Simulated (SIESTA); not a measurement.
Set up this calculation in SIESTA 5.4.2, as the native input.

| Quantity | Value |
| --- | --- |
| Task | band structure |
| Functional | vdW-DF2 |
| Potentials or basis | PseudoDojo 0.4 standard (PBE files) |
| Basis | DZP (energy shift 0.003 Ry; two zetas on semicore shells) |
| Grid cutoff | 500 Ry |
| Energy shift | 0.003 Ry |
| k mesh | 7 × 7 × 7 |
| Occupations | fermi-dirac, width 0.05 eV |
| Spin | no spin polarisation |

The system is Sn.

```xyz
2
Lattice="0.0000 3.2333 3.2333 3.2333 0.0000 3.2333 3.2333 3.2333 0.0000" Properties=species:S:1:pos:R:3 pbc="T T T"
Sn    4.8500    4.8500    4.8500
Sn    3.2333    3.2333    3.2333
```

This isn't the form of Sn at room conditions, which is tetragonal (white tin).

The input as run:

Sn.fdf

```
SystemName                      Sn
SystemLabel                     Sn
NumberOfSpecies                 1
NumberOfAtoms                   2
%block ChemicalSpeciesLabel
  1  50 Sn
%endblock ChemicalSpeciesLabel

LatticeConstant                 1.0 Ang
%block LatticeVectors
     0.0000000000     3.2333428000     3.2333428000
     3.2333428000     0.0000000000     3.2333428000
     3.2333428000     3.2333428000     0.0000000000
%endblock LatticeVectors
AtomicCoordinatesFormat         Ang
%block AtomicCoordinatesAndAtomicSpecies
     4.8500142000     4.8500142000     4.8500142000  1
     3.2333428000     3.2333428000     3.2333428000  1
%endblock AtomicCoordinatesAndAtomicSpecies

%block kgrid.MonkhorstPack
    7   0   0  0.0
    0   7   0  0.0
    0   0   7  0.0
%endblock kgrid.MonkhorstPack
XC.Functional                   VDW
XC.Authors                      LMKLL
PAO.BasisSize                   DZP
PAO.EnergyShift                 0.003 Ry
Mesh.Cutoff                     500 Ry
OccupationFunction              FD
ElectronicTemperature           0.05 eV
MaxSCFIterations                120
SCF.MustConverge                false
SCF.Mixer.Method                Pulay
SCF.Mixer.Weight                0.25
SCF.Mixer.History               8
SCF.DM.Tolerance                5.0e-05
SCF.H.Tolerance                 1.0e-03 eV
WriteForces                     true
Charge.Mulliken                 end
BandLinesScale                  ReciprocalLatticeVectors
%block BandLines
    1    0.000000   0.000000   0.000000  \Gamma
   12    0.500000   0.000000   0.500000  X
    6    0.500000   0.250000   0.750000  W
    4    0.375000   0.375000   0.750000  K
   13    0.000000   0.000000   0.000000  \Gamma
   11    0.500000   0.500000   0.500000  L
    8    0.625000   0.250000   0.625000  U
    4    0.500000   0.250000   0.750000  W
    9    0.500000   0.500000   0.500000  L
    8    0.375000   0.375000   0.750000  K
    1    0.625000   0.250000   0.625000  U
    4    0.500000   0.000000   0.500000  X
%endblock BandLines
%block PAO.Basis
  Sn 4
  n=5 0 2
    6.445 0.000
  n=5 1 2
    8.791 0.000
  n=4 2 2
    3.744 0.000
  n=5 2 1
    8.791
%endblock PAO.Basis
```

Potentials or basis: PseudoDojo 0.4 standard (PBE files), DZP (energy shift 0.003 Ry; two zetas on semicore shells).

Launch:

```sh
$ siesta Sn.fdf > Sn.out 2>&1
```

It gave:

| Property | Result |
| --- | --- |
| Pressure | 8.4 GPa |
| Band gap on the k mesh | none (metal or under the smearing width) |

Caveat: the potentials were made for another functional, which shifts forces and pressure; spin-orbit coupling is left out, which moves the levels of the heavy elements; the basis of atomic orbitals isn't converged, which shifts pressures, moduli and gaps.

Wall time 38 s on 1 thread of Intel(R) Xeon(R) 6975P-C (Granite Rapids) (shared host), peak memory 0.38 GiB.
